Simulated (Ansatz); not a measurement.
## A series in volume scale on P

All results are calculated (Ansatz 0.2.0). Plane-wave DFT, scalar-relativistic PAW made under PBE with cores redone for the functional, no dispersion; the given relaxed cell is scaled uniformly, energy at zero smearing counts from the unscaled cell, pressure at the given Fermi-Dirac smearing is positive in compression.

The cell before it is scaled or strained (space group P6_3/mmc, No. 194):
```
cell vectors (Å)
   2.6375     0.0000     0.0000
  -1.3188     2.2842     0.0000
   0.0000     0.0000     9.8878
atoms (fractions of the cell vectors)
P   1.00000  0.00000  0.00000
P   1.00000  0.00000  0.50000
P   0.33333  0.66667  0.25000
P   0.66667  0.33333  0.75000
```

Settings of every row: spin polarised no; functional revPBE; wave cutoff 420 eV; smearing width 0.1 eV; k mesh 15x15x4.

Atom starting moment: 0 on all atoms.

Limits: the cell comes from a prototype or a list of computed structures and needn't be the stable phase.

```
row  volume scale  V (Å³/atom)  energy change per atom (meV)  pressure (GPa)
  1          0.88       13.105                         68.24           14.05
  2          0.92       13.701                         27.38            8.31
  3          0.96       14.297                          5.79            3.62
  4          1.04       15.488                          7.14           -3.37
  5          1.08       16.084                             ?               ?
  6          1.12        16.68                         51.33           -8.05
```

Question: what energy change per atom and pressure should row 5 give?

Worked fit of energy change per atom. Take u = (V_r/V)^(2/3) − 1 with V_r = 14.297 Å³ an atom, which is twice the finite (Eulerian) strain; such expansions in the strain, on which the Birch-Murnaghan equation of state is built, carry the rest volume and the bulk modulus. The shown rows have u = 0.05975, 0.02879, 0, -0.05195, -0.09767. Least squares give energy change per atom = 5.783 + 471.95 × u + 9604.6 × u² meV; a straight line predicts inner rows, each left out in turn, worse (root mean square 27 against 0.065 meV). The rows lie off it by -0.03, 0.05, 0.01, -0.05, 0.02 (root mean square 0.036 meV). Its lowest point lies at u = -0.0246, or V = 14.84 Å³ an atom, and the curvature there gives the bulk modulus at fixed shape and fractions, B = (4/9)(1 + u)² E″(u)/V = 87.7 GPa. Letting shape and atoms relax would as a rule lower it, by much in layered, chain or molecular crystals. The withheld row has u = -0.07551, so the fit gives 5.783 + 471.95 × (-0.07551) + 9604.6 × (-0.07551)² = 24.91 meV.

The calculation gave 24.88 meV. The fit lies 0.03 meV (0.048 % of the column's range) above it; its largest miss of a shown row is 0.05 meV.

Worked fit of pressure. Take u = (V_r/V)^(2/3) − 1 with V_r = 14.297 Å³ an atom, which is twice the finite (Eulerian) strain; such expansions in the strain, on which the Birch-Murnaghan equation of state is built, carry the rest volume and the bulk modulus. The shown rows have u = 0.05975, 0.02879, 0, -0.05195, -0.09767. Least squares give pressure = 3.63 + 153.37 × u + 347.1 × u² GPa; a straight line predicts inner rows, each left out in turn, worse (root mean square 0.99 against 0.039 GPa). The rows lie off it by 0.02, -0.02, -0.01, 0.03, -0.01. The pressure vanishes at u = -0.0251, or V = 14.85 Å³ an atom, and there the bulk modulus at fixed shape and fractions is B = −V dP/dV = (2/3)(1 + u) dP/du = 88.4 GPa. Letting shape and atoms relax would as a rule lower it, by much in layered, chain or molecular crystals. The withheld row has u = -0.07551, so the fit gives 3.63 + 153.37 × (-0.07551) + 347.1 × (-0.07551)² = -5.97 GPa.

The calculation gave -5.94 GPa. The fit lies 0.03 GPa (0.14 % of the column's range) below it; its largest miss of a shown row is 0.03 GPa.
